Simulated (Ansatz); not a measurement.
# Bi: energy change per atom and pressure against volume scale

All results are calculated (Ansatz 0.2.0). Plane-wave DFT, scalar-relativistic PAW made under PBE with cores redone for the functional, no dispersion; the given relaxed cell is scaled uniformly, energy at zero smearing counts from the unscaled cell, pressure at the given Fermi-Dirac smearing is positive in compression.

The cell before it is scaled or strained (space group Fm-3m, No. 225):
```
Bi
1.0
      0.0000     2.5159     2.5159
      2.5159     0.0000     2.5159
      2.5159     2.5159     0.0000
Bi
1
Direct
  0.00000 0.00000 0.00000
```

Settings of every row: spin polarised no; functional PBE; wave cutoff 420 eV; smearing width 0.1 eV; k mesh 12x12x12.

Atom starting moment: 0 on all atoms.

Limits: no spin-orbit coupling, which can matter with elements this heavy; the cell comes from a prototype or a list of computed structures and needn't be the stable phase.

| row | volume scale | V (Å³/atom) | energy change per atom (meV) | pressure (GPa) |
| --- | --- | --- | --- | --- |
| 1 | 0.88 | 28.028 | 86.74 | 8.63 |
| 2 | 0.92 | 29.302 | 33.66 | 4.97 |
| 3 | 0.96 | 30.576 | ? | ? |
| 4 | 1.04 | 33.124 | 9.83 | -2 |
| 5 | 1.08 | 34.398 | 32.45 | -3.43 |
| 6 | 1.12 | 35.672 | 65.03 | -4.55 |

Question: what energy change per atom and pressure should row 3 give?

Worked fit of energy change per atom. Take u = (V_r/V)^(2/3) − 1 with V_r = 33.124 Å³ an atom, which is twice the finite (Eulerian) strain; such expansions in the strain, on which the Birch-Murnaghan equation of state is built, carry the rest volume and the bulk modulus. The shown rows have u = 0.11781, 0.08517, 0, -0.02485, -0.0482. Least squares give energy change per atom = 9.423 − 636.83 × u + 10938.79 × u² meV; a straight line predicts inner rows, each left out in turn, worse (root mean square 31 against 1.2 meV). The rows lie off it by 0.52, -0.87, 0.41, 0.45, -0.50 (root mean square 0.57 meV). The withheld row has u = 0.05481, so the fit gives 9.423 − 636.83 × (0.05481) + 10938.79 × (0.05481)² = 7.38 meV.

The calculation gave 6.54 meV. The fit lies 0.84 meV (13 % of the value, 1 % of the column's range) above it; its largest miss of a shown row is 0.87 meV.

Worked fit of pressure. Take u = (V_r/V)^(2/3) − 1 with V_r = 33.124 Å³ an atom, which is twice the finite (Eulerian) strain; such expansions in the strain, on which the Birch-Murnaghan equation of state is built, carry the rest volume and the bulk modulus. The shown rows have u = 0.11781, 0.08517, 0, -0.02485, -0.0482. Least squares give pressure = −2.025 + 63.013 × u + 230.84 × u² GPa; a straight line predicts inner rows, each left out in turn, worse (root mean square 0.66 against 0.065 GPa). The rows lie off it by 0.03, -0.05, 0.02, 0.02, -0.02 (root mean square 0.03 GPa). The withheld row has u = 0.05481, so the fit gives −2.025 + 63.013 × (0.05481) + 230.84 × (0.05481)² = 2.12 GPa.

The calculation gave 2.09 GPa. The fit lies 0.03 GPa (1.4 % of the value, 0.23 % of the column's range) above it; its largest miss of a shown row is 0.05 GPa.
